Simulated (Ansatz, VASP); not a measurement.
# One calculation of InSb, two programs

```
In Sb
1.0
     5.33908    0.00000    0.00000
     0.00000    5.69290    0.00000
     0.00000    0.00000    3.05276
In Sb
2 2
Direct
  0.00000 0.00000 0.00000
  0.50000 0.50000 0.00000
  0.50000 0.00000 0.83500
  0.00000 0.50000 0.16500
```

Change from the starting cell: volume scaled by 0.99, crystal datasets.

Alike in both runs: task electric field gradients; functional LDA; k mesh 6 × 6 × 11; occupations fermi-dirac, width 0.08 eV; no spin polarisation.

|  | VASP | Ansatz |
| --- | --- | --- |
| version | VASP 6.6.1 | Ansatz 0.2.0 |
| potentials or method | VASP PAW LDA potentials, release 64 (In_d, Sb), cutoff 520 eV | all-electron PAW with datasets made for the crystal, scalar-relativistic |

Ansatz gave:

* pressure (GPa): 12.7
* largest component of the traceless stress (GPa): 11.50
* rms of the force components (eV/Å): 0.279
* Vzz of the field gradient on the site that differs most (V/Å²): -73.8

**Question.** Which values does VASP return?

**Answer.** Pressure (GPa): 13.0; largest component of the traceless stress (GPa): 11.55; rms of the force components (eV/Å): 0.282; Vzz of the field gradient on the site that differs most (V/Å²): -85.6.

Atom by atom the forces differ by 0.003 eV/Å (rms over components). Ansatz ran all-electron here, so the differences hold the error of VASP's frozen core and of both bases. Ansatz warned: «gradients_without_spin_orbit».

The runs have no spin-orbit coupling, so splittings on Sb are missing.
